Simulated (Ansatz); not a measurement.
# BP (F-43m) in Ansatz: a series of runs

Aim: see how the results for BP move with the level of theory and the settings. Levels: LDA, BLYP+D3(BJ). Tasks: relaxation of cell and atoms.

Program: Ansatz 0.2.0. These are calculated values, not measurements. Logs are shortened: lines on timing, memory, paths and dates and some standing lists are left out, and cuts for length are marked.

**1. Starting point**

Symmetry: F-43m, No. 216, cubic system. The conventional cell has a = 4.538 Å, b = 4.538 Å, c = 4.538 Å, α = 90.00°, β = 90.00°, γ = 90.00°. Around P (site symmetry -43m) lie 4 B at 1.97 Å. B (site symmetry -43m) has 4 P at 1.97 Å as nearest neighbours.

**2. Relaxation of cell and atoms, LDA**

input.yaml

```yaml
crystal:
  lattice:
    - [0.0, 2.269, 2.269]
    - [2.269, 0.0, 2.269]
    - [2.269, 2.269, 0.0]
  atoms:
    - { symbol: P, position: [0.75, 0.75, 0.75] }
    - { symbol: B, position: [0.0, 0.0, 0.0] }
kpoints:
  mp_grid: { grid: [10, 10, 10] }
scf:
  occupations: { method: fermi_dirac, width: 0.05 }
hamiltonian:
  xc: lda
  pseudopotentials: { kind: all_electron, lapw: { basis_error: 0.001 } }
output:
  forces: true
  stress: true
relax:
  f_tol: 0.02
  max_steps: 60
  cell: {}
```

Potentials or basis: all-electron LAPW, scalar-relativistic.

Started as:

```bash
ansatz run input.yaml --threads 1 --pin off --max-ram 3072MiB --backend cpu --events-out ev --progress --plain --runs-dir out
```

Standard output:

```text
Warning: RAYON_NUM_THREADS=1 ignored (pool sized by the plan → 1); use --threads N
The last accepted step is kept in <dir> (removed where the run ends without a failure and the disk answers)
LAPW: plane waves up to 8.930 Å⁻¹, error target 1.0e-3 eV per atom; small_component_spin mean_spin; B in spheres of 0.875 Å, 5 of its electrons in bands, Dirac shells []; P in spheres of 1.031 Å, 13 of its electrons in bands, Dirac shells [] (how accurate: hamiltonian.pseudopotentials.lapw.basis_error, Limitations)
Engine: ansatz 0.2.0, x86_64-unknown-linux-gnu
Pseudopotentials: kind: all_electron
Pseudopotential: P, LAPW, valence charge 13, lapw/all_electron/scalar/gaussian/P, Koelling and Harmon's equation, gaussian nucleus
Pseudopotential: B, LAPW, valence charge 5, lapw/all_electron/scalar/gaussian/B, Koelling and Harmon's equation, gaussian nucleus
Functional definition: SPW92
  exchange = slater_x
  correlation = pw_c
Crystal: 2 atoms, lattice volume = 23.363 Å³
Basis set: ecut = 303.83566416243684 eV, 283 PW (Γ), exchange–correlation at level 2
Bands: 13, of which v1, the nominal top of the filled ones, is band 9 counted from 1 (8 counted from 0)
Symmetry: 24 space group operations
Space group: F-43m (ITA 216), of the structure as read, at distance tolerance 2.9e-5 Å
k-points: 47 of 1000 (time reversal used)
Non-local potential: P, projectors of the file, none
Non-local potential: B, projectors of the file, none
Initial density: superposition of atomic densities (chi_scale 0.1, normalization cell, long waves kept (reshape's long-wave potential 0.00 eV rms))
Initial wavefunctions: plane waves of lowest kinetic energy (no species holds an atomic orbital)
Functional: x = slater, c = lda
iter 1 solved again at ethr=1.16e-2 eV; its pass at ethr=1.00e-1 eV (dr2=2.09e0 eV) is discarded
SCF iter   1: F=—  HF=-9951.104378 eV  |F-HF|=—  |Δ(HF+E_count)|=         —  Δρ=8.89e-2  dr2=2.10e0  ethr=1.16e-2  ⟨swp⟩=2.0  Hψ=4474  notcnv=0
preconditioner: auto → none  [insulator: Δε(μ)=1.988 eV  Ē_g=12.869 eV  σ=0.050 eV  W_gap=1.00  n_scr=8 (ndim 8)  ℏωp=21.7 eV  f_vac=0.000  D(μ)=0.00/eV (n_scr^D=0)  ε∞_Penn≈3.9]
iter 2 solved again at ethr=8.86e-4 eV; its pass at ethr=1.16e-2 eV (dr2=1.59e-1 eV) is discarded
SCF iter   2: F=—  HF=-9950.369106 eV  |F-HF|=—  |Δ(HF+E_count)|=   7.35e-1  Δρ=2.82e-2  dr2=1.60e-1  ethr=8.86e-4  ⟨swp⟩=2.0  Hψ=3186  notcnv=0
SCF iter   3: F=—  HF=-9950.316695 eV  |F-HF|=—  |Δ(HF+E_count)|=         —  Δρ=1.09e-2  dr2=1.93e-2  ethr=8.86e-4  ⟨swp⟩=2.0  Hψ=1651  notcnv=0
the basis was enlarged: its passes take 29.5 KiB over the memory plan, 1 of 1 planned eigensolver slots
SCF iter   4: F=—  HF=-9950.310900 eV  |F-HF|=—  |Δ(HF+E_count)|=   5.80e-3  Δρ=1.51e-3  dr2=2.06e-4  ethr=1.07e-4  ⟨swp⟩=2.5  Hψ=1689  notcnv=0
SCF iter   5: F=—  HF=-9950.310861 eV  |F-HF|=—  |Δ(HF+E_count)|=   3.91e-5  Δρ=1.50e-4  dr2=2.81e-6  ethr=1.15e-6  ⟨swp⟩=2.0  Hψ=1464  notcnv=0
SCF iter   6: F=-9950.310861 eV  HF=-9950.310861 eV  |F-HF|=1.59e-9  |Δ(HF+E_count)|=   3.75e-8  Δρ=9.35e-6  dr2=9.52e-9  ethr=1.56e-8  ⟨swp⟩=2.3  Hψ=1486  notcnv=0
SCF 1 converged in 6 iterations: F = -9950.310861 eV  dr2 = 9.52e-9
relax step   1: F+E_penalty+E_count = -9950.31086057 eV  Δ(F+E_penalty+E_count) = +0.000e0 eV  max|allowed force component| = 1.295e-16 eV/Å  Δτ_max = 0.0000 Å  P = -5.241 GPa  Ω = 23.363 Å³  (6 SCF iters, accepted)
Crystal: 2 atoms, lattice volume = 22.956 Å³
Basis set: ecut = 307.42182998263274 eV, 283 PW (Γ), exchange–correlation at level 2
Initial density: handed on by an earlier stage of this run
Initial wavefunctions: those handed on with the density
iter 1 solved again at ethr=5.49e-6 eV; its pass at ethr=1.00e-1 eV (dr2=9.88e-4 eV) is discarded
SCF iter   1: F=—  HF=-9950.321024 eV  |F-HF|=—  |Δ(HF+E_count)|=         —  Δρ=1.79e-3  dr2=9.88e-4  ethr=5.49e-6  ⟨swp⟩=3.1  Hψ=2941  notcnv=0
preconditioner: auto → none  [insulator: Δε(μ)=1.183 eV  Ē_g=12.837 eV  σ=0.050 eV  W_gap=1.00  n_scr=8 (ndim 8)  ℏωp=21.9 eV  f_vac=0.000  D(μ)=0.00/eV (n_scr^D=0)  ε∞_Penn≈3.9]
iter 2 solved again at ethr=2.05e-7 eV; its pass at ethr=5.49e-6 eV (dr2=3.68e-5 eV) is discarded
SCF iter   2: F=—  HF=-9950.320659 eV  |F-HF|=—  |Δ(HF+E_count)|=   3.65e-4  Δρ=3.55e-4  dr2=3.70e-5  ethr=2.05e-7  ⟨swp⟩=2.0  Hψ=2772  notcnv=0
SCF iter   3: F=—  HF=-9950.320643 eV  |F-HF|=—  |Δ(HF+E_count)|=   1.65e-5  Δρ=1.33e-4  dr2=4.59e-6  ethr=2.05e-7  ⟨swp⟩=2.0  Hψ=1460  notcnv=0
SCF iter   4: F=—  HF=-9950.320642 eV  |F-HF|=—  |Δ(HF+E_count)|=   8.24e-7  Δρ=5.50e-5  dr2=7.72e-7  ethr=2.55e-8  ⟨swp⟩=2.0  Hψ=1460  notcnv=0
SCF iter   5: F=-9950.320642 eV  HF=-9950.320642 eV  |F-HF|=8.42e-9  |Δ(HF+E_count)|=   1.68e-7  Δρ=1.07e-5  dr2=2.79e-8  ethr=4.29e-9  ⟨swp⟩=2.4  Hψ=1493  notcnv=0
SCF 2 converged in 5 iterations: F = -9950.320642 eV  dr2 = 2.79e-8
relax step   2: F+E_penalty+E_count = -9950.32064181 eV  Δ(F+E_penalty+E_count) = -9.781e-3 eV  max|allowed force component| = 9.714e-17 eV/Å  Δτ_max = 0.0000 Å  P = -2.410 GPa  Ω = 22.956 Å³  (5 SCF iters, accepted)
Crystal: 2 atoms, lattice volume = 22.620 Å³
Basis set: ecut = 310.4569853309674 eV, 283 PW (Γ), exchange–correlation at level 2
iter 1 solved again at ethr=3.92e-6 eV; its pass at ethr=1.00e-1 eV (dr2=7.05e-4 eV) is discarded
SCF iter   1: F=—  HF=-9950.323344 eV  |F-HF|=—  |Δ(HF+E_count)|=         —  Δρ=1.53e-3  dr2=7.03e-4  ethr=3.92e-6  ⟨swp⟩=3.0  Hψ=2941  notcnv=0
preconditioner: auto → none  [insulator: Δε(μ)=1.164 eV  Ē_g=12.948 eV  σ=0.050 eV  W_gap=1.00  n_scr=8 (ndim 8)  ℏωp=22.1 eV  f_vac=0.000  D(μ)=0.00/eV (n_scr^D=0)  ε∞_Penn≈3.9]
iter 2 solved again at ethr=1.40e-7 eV; its pass at ethr=3.90e-6 eV (dr2=2.53e-5 eV) is discarded
SCF iter   2: F=—  HF=-9950.323086 eV  |F-HF|=—  |Δ(HF+E_count)|=   2.59e-4  Δρ=2.98e-4  dr2=2.54e-5  ethr=1.40e-7  ⟨swp⟩=2.0  Hψ=2770  notcnv=0
SCF iter   3: F=—  HF=-9950.323074 eV  |F-HF|=—  |Δ(HF+E_count)|=   1.12e-5  Δρ=1.14e-4  dr2=3.22e-6  ethr=1.40e-7  ⟨swp⟩=2.0  Hψ=1458  notcnv=0
SCF iter   4: F=—  HF=-9950.323074 eV  |F-HF|=—  |Δ(HF+E_count)|=   5.02e-7  Δρ=5.11e-5  dr2=6.72e-7  ethr=1.79e-8  ⟨swp⟩=2.0  Hψ=1458  notcnv=0
SCF iter   5: F=-9950.323074 eV  HF=-9950.323074 eV  |F-HF|=1.11e-8  |Δ(HF+E_count)|=   1.60e-7  Δρ=1.12e-5  dr2=3.18e-8  ethr=3.73e-9  ⟨swp⟩=2.3  Hψ=1480  notcnv=0
SCF 3 converged in 5 iterations: F = -9950.323074 eV  dr2 = 3.18e-8
relax step   3: F+E_penalty+E_count = -9950.32307381 eV  Δ(F+E_penalty+E_count) = -2.432e-3 eV  max|allowed force component| = 1.642e-16 eV/Å  Δτ_max = 0.0000 Å  P = +0.114 GPa  Ω = 22.620 Å³  (5 SCF iters, accepted)
Crystal: 2 atoms, lattice volume = 22.635 Å³
Basis set: ecut = 310.31970287159555 eV, 283 PW (Γ), exchange–correlation at level 2
iter 1 solved again at ethr=6.44e-9 eV; its pass at ethr=1.00e-1 eV (dr2=1.16e-6 eV) is discarded
SCF iter   1: F=—  HF=-9950.323080 eV  |F-HF|=—  |Δ(HF+E_count)|=         —  Δρ=6.17e-5  dr2=1.13e-6  ethr=6.44e-9  ⟨swp⟩=4.2  Hψ=3016  notcnv=0
preconditioner: auto → none  [insulator: Δε(μ)=1.152 eV  Ē_g=12.941 eV  σ=0.050 eV  W_gap=1.00  n_scr=8 (ndim 8)  ℏωp=22.1 eV  f_vac=0.000  D(μ)=0.00/eV (n_scr^D=0)  ε∞_Penn≈3.9]
iter 2 solved again at ethr=1.77e-10 eV; its pass at ethr=6.26e-9 eV (dr2=3.19e-8 eV) is discarded
SCF iter   2: F=-9950.323079 eV  HF=-9950.323079 eV  |F-HF|=3.45e-8  |Δ(HF+E_count)|=   4.33e-7  Δρ=1.04e-5  dr2=3.22e-8  ethr=1.77e-10  ⟨swp⟩=2.0  Hψ=2777  notcnv=0
SCF 4 converged in 2 iterations: F = -9950.323079 eV  dr2 = 3.22e-8
relax step   4: F+E_penalty+E_count = -9950.32307925 eV  Δ(F+E_penalty+E_count) = -5.447e-6 eV  max|allowed force component| = 1.087e-16 eV/Å  Δτ_max = 0.0000 Å  P = +0.000 GPa  Ω = 22.635 Å³  (2 SCF iters, accepted)
iter 1 solved again at ethr=1.79e-10 eV; its pass at ethr=1.00e-1 eV (dr2=3.22e-8 eV) is discarded
SCF iter   1: F=—  HF=-9950.323080 eV  |F-HF|=—  |Δ(HF+E_count)|=         —  Δρ=1.04e-5  dr2=3.22e-8  ethr=1.79e-10  ⟨swp⟩=3.2  Hψ=3101  notcnv=0
iter 2 solved again at ethr=1.55e-11 eV; its pass at ethr=1.79e-10 eV (dr2=2.79e-9 eV) is discarded
SCF iter   2: F=-9950.323080 eV  HF=-9950.323080 eV  |F-HF|=1.68e-9  |Δ(HF+E_count)|=   1.96e-8  Δρ=3.04e-6  dr2=2.82e-9  ethr=1.55e-11  ⟨swp⟩=2.0  Hψ=2680  notcnv=0
SCF 5 converged in 2 iterations: F = -9950.323080 eV  dr2 = 2.82e-9
relax step   5: F+E_penalty+E_count = -9950.32307952 eV  Δ(F+E_penalty+E_count) = -2.629e-7 eV  max|allowed force component| = 1.087e-16 eV/Å  Δτ_max = 0.0000 Å  P = +0.001 GPa  Ω = 22.635 Å³  stress off target by 7.19e-4 GPa  SCF on the basis re-selected at this cell (its energy is not comparable with the rows above)  (2 SCF iters)
basis re-selected at this cell: Δ(F+E_penalty+E_count) = -2.629e-7 eV, ΔP = +0.001 GPa vs the last step (what re-selecting the basis moved, after the strain that the cell walked since its last selection, with what the two solves' SCF thresholds leave and, on support functions, any second-order correction that the steps lacked; it is no measure of the basis error at this ecutwfc). This SCF's stress stands 7.19e-4 GPa from its target on what of the cell is left free (relax.cell.stress_tol is 5.00e-2 GPa) and its largest allowed force component is 1.09e-16 eV/Å (relax.f_tol is 2.00e-2 eV/Å): within both
SCF converged after 2 iterations
Free energy (F): -9950.323080 eV
Harris-Foulkes:  -9950.323080 eV  (|F-HF|=1.68e-9)
Internal energy: -9950.323079 eV  (E = F + TS)
E sigma→0 (E₀):  -9950.323079 eV
Entropy (-TS):   -0.000000 eV (-0.000 meV/atom)
Fermi energy:    11.018004 eV
--- Per-component energies (eV) ---
  E_band       = -1252.319344
  E_kinetic    = 9969.965636
  E_xc         = -706.888976
  E_electrostatic = -19213.399739  (all electrons and nuclei)
  E_smearing   = -0.000000  (= −TS)
  E_closure    = 0.000000  (closes the sum)
  E_atoms      = -9935.935232  (free atoms, spherical and without spin; not in F)
  Σ components = -9950.323080   (vs F -9950.323080, Δ=0.00e0)
  Basis errors (estimates in eV, not in F): energy 6.4e-4 per atom: plane waves 6.0e-4 (3.7e-4 summed), levels above the bands 2.9e-55, relativity 4.7e-9, radial functions 4.2e-5, core shells 4.6e-13; eigenvalues (radial functions only) 1.2e-6; not estimated: angular momenta, meshes, grids; target (lapw.basis_error) 1.0e-3; muffin-tin radii B 0.866 Å, P 1.020 Å
--- Forces (eV/Å), atoms counted from 1 ---
  atom   1  P      0.00000000    -0.00000000    -0.00000000
  atom   2  B      0.00000000     0.00000000     0.00000000
  max |Σ_I F_I| component: 6.71e-17 eV/Å
--- Stress (GPa, compression-positive) ---
        0.000719       0.000000       0.000000
        0.000000       0.000719       0.000000
        0.000000       0.000000       0.000719
  P = ⅓ Tr σ = 0.0007 GPa (0.007 kbar)
--- Relaxed structure (4 steps of the walk, 4 accepted, 1 SCFs on fresh bases) ---
  F+E_penalty+E_count = -9950.32307952 eV   max|allowed force component| = 1.087e-16 eV/Å   (the final SCF, on the basis selected at the relaxed cell)
  cell:  # Å, volume = 22.6348 Å³
    - [7.64305804934338e-35, 2.245169818664815, 2.245169818664815]
    - [2.245169818664815, 2.038148813158236e-34, 2.245169818664815]
    - [2.245169818664815, 2.245169818664815, 1.7833802115134561e-34]
  atoms:
    - { symbol: P, position: [0.7500000000000001, 0.7500000000000001, 0.7500000000000001] }
    - { symbol: B, position: [-6.896509827301143e-35, 5.835508315408659e-35, -1.5915022678387253e-35] }
```

Run time: 36 s. Hardware: 1 thread of Intel Xeon at 2.50GHz (Skylake/Cascade Lake), shared host; peak memory 0.26 GiB.

Results:

```
Free energy                            : -9950.3231 eV
Relaxed volume                         : 11.32 Å³/atom
Relaxed cell                           : a = 3.175 Å, b = 3.175 Å, c = 3.175 Å, α = 60.00°, β = 60.00°, γ = 60.00°
Space group after relaxing (to 0.05 Å) : F-43m (No. 216)
Energy gained by relaxing              : 6.1 meV/atom
Ionic steps                            : 5
Pressure after relaxing                : 0.0 GPa
Band gap on the k mesh                 : 1.15 eV
```

Step by step:
```
step  energy change (eV)  largest force (eV/Å)  volume (Å³)
   1              0.0000                0.0000        23.36
   2             -0.0098                0.0000        22.96
   3             -0.0122                0.0000        22.62
   4             -0.0122                0.0000        22.63
   5             -0.0122                0.0000        22.63
```

Final structure:
```
P B
1.0
     0.00000    2.24517    2.24517
     2.24517    0.00000    2.24517
     2.24517    2.24517    0.00000
P B
1 1
Direct
  0.75000 0.75000 0.75000
  0.00000 0.00000 0.00000
```

A k mesh can miss the band edges. Zero-point motion and thermal expansion aren't in these numbers.

**3. Relaxation of cell and atoms, BLYP+D3(BJ)**

input.yaml: that of step 2 with these lines changed.

```diff
@@ -13,3 +13,4 @@
 hamiltonian:
-  xc: lda
+  xc: blyp
+  dispersion: d3bj
   pseudopotentials: { kind: all_electron, lapw: { basis_error: 0.001 } }
```

Potentials or basis: all-electron LAPW, scalar-relativistic.

Started as:

```bash
ansatz run input.yaml --threads 1 --pin off --max-ram 3072MiB --backend cpu --events-out ev --progress --plain --runs-dir out
```

Run time: 38 s. Hardware: 1 thread of Intel Xeon at 2.50GHz (Skylake/Cascade Lake), shared host; peak memory 0.27 GiB.

The run converged. Its results:

- Free energy: -9991.7547 eV
- Relaxed volume: 11.44 Å³/atom
- Relaxed cell: a = 3.186 Å, b = 3.186 Å, c = 3.186 Å, α = 60.00°, β = 60.00°, γ = 60.00°
- Space group after relaxing (to 0.05 Å): F-43m (No. 216)
- Energy gained by relaxing: 2.6 meV/atom
- Ionic steps: 5
- Pressure after relaxing: 0.0 GPa
- Band gap on the k mesh: 1.49 eV

Step by step:
```tsv
step	energy change (eV)	largest force (eV/Å)	volume (Å³)
1	0.0000	0.0000	23.36
2	-0.0041	0.0000	23.10
3	-0.0053	0.0000	22.87
4	-0.0053	0.0000	22.87
5	-0.0053	0.0000	22.87
```

Final structure:
```yaml
crystal:
  lattice:
    - [0.00000, 2.25306, 2.25306]
    - [2.25306, 0.00000, 2.25306]
    - [2.25306, 2.25306, 0.00000]
  atoms:
    - { symbol: P, position: [0.75000, 0.75000, 0.75000] }
    - { symbol: B, position: [0.00000, 0.00000, 0.00000] }
```

A k mesh can miss the band edges. Expect the measured gap to be larger: semilocal functionals such as BLYP lack the derivative discontinuity.
